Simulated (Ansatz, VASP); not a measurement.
Two plane-wave programs on LiCl

```
Li Cl
1.0
     3.80714    0.00000    0.00000
    -1.90357    3.29708    0.00000
     0.00000    0.00000    6.35716
Li Cl
2 2
Direct
  0.66667 0.33333 0.87602
  0.33333 0.66667 0.37602
  0.66667 0.33333 0.49898
  0.33333 0.66667 0.99898
```

Change from the starting cell: strain -0.0300 x Voigt [1, 1, 0, 0, 0, 0], atoms carried along.

Alike in both runs: task single point; functional LDA; k mesh 9 × 9 × 4; occupations gaussian, width 0.05 eV; no spin polarisation.

|  | VASP | Ansatz |
| --- | --- | --- |
| version | VASP 6.6.1 | Ansatz 0.2.0 |
| potentials or method | VASP PAW LDA potentials, release 64 (Li_sv, Cl) | scalar-relativistic, plane waves, PAW |
| plane-wave cutoff (eV) | 520 | 420 |
| valence electrons in the cell | 20 | 20 |

```tsv
	VASP	Ansatz	Ansatz less VASP
gap on the k mesh at the Fermi level (eV)	5.72	5.71	-0.011
least direct gap on the mesh (eV)	5.72	5.71	-0.011
rms of the force components (eV/Å)	0.034	0.034	-0.0003
```

Atom by atom the forces differ by 0.000 eV/Å (rms over components).

Caveats: an odd mesh through Γ misses points on the zone boundary, where band edges often lie.
